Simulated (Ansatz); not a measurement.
Bi:

```xyz
1
Lattice="-1.9814 1.9814 1.9814 1.9814 -1.9814 1.9814 1.9814 1.9814 -1.9814" Properties=species:S:1:pos:R:3 pbc="T T T"
Bi    0.0000    0.0000    0.0000
```

This isn't the form of Bi at room conditions, which is rhombohedral.

| Item | Value |
| --- | --- |
| Program | Ansatz 0.2.0 |
| Task | relaxation of cell and atoms |
| Functional | PBEsol |
| Dispersion | D4 |
| Potentials or basis | Ansatz PAW |
| Cutoff | 420 eV (not typed: the program's choice for these potentials) |
| k mesh | 9 × 9 × 9 |
| Occupations | fermi-dirac, width 0.05 eV |
| Spin | no spin polarisation |

At the start: volume 31.12 Å³/atom.

Q: How do energy, volume and symmetry change on relaxing?

A: It ends after 5 steps and the volume is 29.17 Å³/atom (-6.3 %); space group Im-3m (No. 229, to 0.05 Å).

Step by step:
| step | energy change (eV) | largest force (eV/Å) | volume (Å³) |
| --- | --- | --- | --- |
| 1 | 0.0000 | 0.0000 | 31.12 |
| 2 | -0.0217 | 0.0000 | 28.65 |
| 3 | -0.0234 | 0.0000 | 29.21 |
| 4 | -0.0234 | 0.0000 | 29.17 |
| 5 | -0.0230 | 0.0000 | 29.17 |

Final structure:
```
Bi
1.0
    -1.93924    1.93924    1.93924
     1.93924   -1.93924    1.93924
     1.93924    1.93924   -1.93924
Bi
1
Direct
  0.00000 0.00000 0.00000
```

Caveat: the plane-wave basis is chosen anew once the cell has moved, so the energies of steps on either side of that aren't comparable; the PAW data sets come from PBE, with cores solved anew for the run's functional, which leaves a small shift of forces and pressure.
